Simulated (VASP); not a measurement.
**CoSi: band structure with TB-mBJ**

Crystal: CoSi.

```xyz
8
Lattice="4.4380 0.0000 0.0000 0.0000 4.4380 0.0000 0.0000 0.0000 4.4380" Properties=species:S:1:pos:R:3 pbc="T T T"
Co    3.8167    2.8403    1.5977
Co    2.8403    1.5977    3.8167
Co    1.5977    3.8167    2.8403
Co    0.6213    0.6213    0.6213
Si    0.6968    1.5222    2.9158
Si    1.5222    2.9158    0.6968
Si    2.9158    0.6968    1.5222
Si    3.7412    3.7412    3.7412
```

```json
{
 "Program": "VASP 6.6.1",
 "Task": "band structure",
 "Functional": "TB-mBJ",
 "Potentials or basis": "VASP PAW PBE potentials, release 64 (Co, Si)",
 "Cutoff": "520 eV",
 "k mesh": "6 × 6 × 6",
 "Occupations": "fermi-dirac, width 0.05 eV",
 "Spin": "collinear spin, ferromagnetic start",
 "Starting moments": "[2.0, 2.0, 2.0, 2.0, 0.0, 0.0, 0.0, 0.0] μB",
 "Further INCAR settings": "ALGO = Normal; EDIFF = 1e-06"
}
```

| Item | Value |
| --- | --- |
| Band gap along the path | none (metal or under the smearing width) |
| Net moment | 0.00 μB per cell |
| Valence electrons inside the program's atomic spheres | Co 8.69; Si 1.52 |

Levels at the corners of the path, in eV from the Fermi level:
Spin up:
| point | band 22 | band 23 | band 24 | band 25 | band 26 | band 27 | band 28 | band 29 | band 30 | band 31 |
| --- | --- | --- | --- | --- | --- | --- | --- | --- | --- | --- |
| Γ | -0.98 | -0.89 | -0.89 | -0.07 | -0.07 | -0.07 | 2.42 | 2.42 | 2.42 | 2.95 |
| X | -1.14 | -0.74 | -0.74 | -0.52 | -0.52 | 0.98 | 0.98 | 1.40 | 1.40 | 4.32 |
| X | -1.14 | -0.74 | -0.74 | -0.52 | -0.52 | 0.98 | 0.98 | 1.40 | 1.40 | 4.32 |
| M | -1.56 | -1.11 | -1.11 | -0.06 | -0.06 | 0.54 | 0.54 | 1.97 | 1.97 | 2.50 |
| M | -1.56 | -1.11 | -1.11 | -0.06 | -0.06 | 0.54 | 0.54 | 1.97 | 1.97 | 2.50 |
| Γ | -0.98 | -0.89 | -0.89 | -0.07 | -0.07 | -0.07 | 2.42 | 2.42 | 2.42 | 2.95 |
| Γ | -0.98 | -0.89 | -0.89 | -0.07 | -0.07 | -0.07 | 2.42 | 2.42 | 2.42 | 2.95 |
| R | -1.28 | -1.28 | -1.28 | -0.24 | -0.24 | -0.24 | -0.24 | 5.36 | 5.36 | 5.36 |
| R | -1.28 | -1.28 | -1.28 | -0.24 | -0.24 | -0.24 | -0.24 | 5.36 | 5.36 | 5.36 |
| X | -1.14 | -0.74 | -0.74 | -0.52 | -0.52 | 0.98 | 0.98 | 1.40 | 1.40 | 4.32 |
| M | -1.56 | -1.11 | -1.11 | -0.06 | -0.06 | 0.54 | 0.54 | 1.97 | 1.97 | 2.50 |
| R | -1.28 | -1.28 | -1.28 | -0.24 | -0.24 | -0.24 | -0.24 | 5.36 | 5.36 | 5.36 |
Spin down:
```csv
point,band 22,band 23,band 24,band 25,band 26,band 27,band 28,band 29,band 30,band 31
Γ,-0.98,-0.89,-0.89,-0.07,-0.07,-0.07,2.42,2.42,2.42,2.95
X,-1.14,-0.74,-0.74,-0.52,-0.52,0.98,0.98,1.40,1.40,4.32
X,-1.14,-0.74,-0.74,-0.52,-0.52,0.98,0.98,1.40,1.40,4.32
M,-1.56,-1.11,-1.11,-0.06,-0.06,0.54,0.54,1.97,1.97,2.50
M,-1.56,-1.11,-1.11,-0.06,-0.06,0.54,0.54,1.97,1.97,2.50
Γ,-0.98,-0.89,-0.89,-0.07,-0.07,-0.07,2.42,2.42,2.42,2.95
Γ,-0.98,-0.89,-0.89,-0.07,-0.07,-0.07,2.42,2.42,2.42,2.95
R,-1.28,-1.28,-1.28,-0.24,-0.24,-0.24,-0.24,5.36,5.36,5.36
R,-1.28,-1.28,-1.28,-0.24,-0.24,-0.24,-0.24,5.36,5.36,5.36
X,-1.14,-0.74,-0.74,-0.52,-0.52,0.98,0.98,1.40,1.40,4.32
M,-1.56,-1.11,-1.11,-0.06,-0.06,0.54,0.54,1.97,1.97,2.50
R,-1.28,-1.28,-1.28,-0.24,-0.24,-0.24,-0.24,5.36,5.36,5.36
```

Wall time 14 min on 1 thread of Intel(R) Xeon(R) Platinum 8488C (Sapphire Rapids) (shared host), peak memory 0.37 GiB.

Caveat: the starting moments collapsed, and a magnetic state may lie lower.
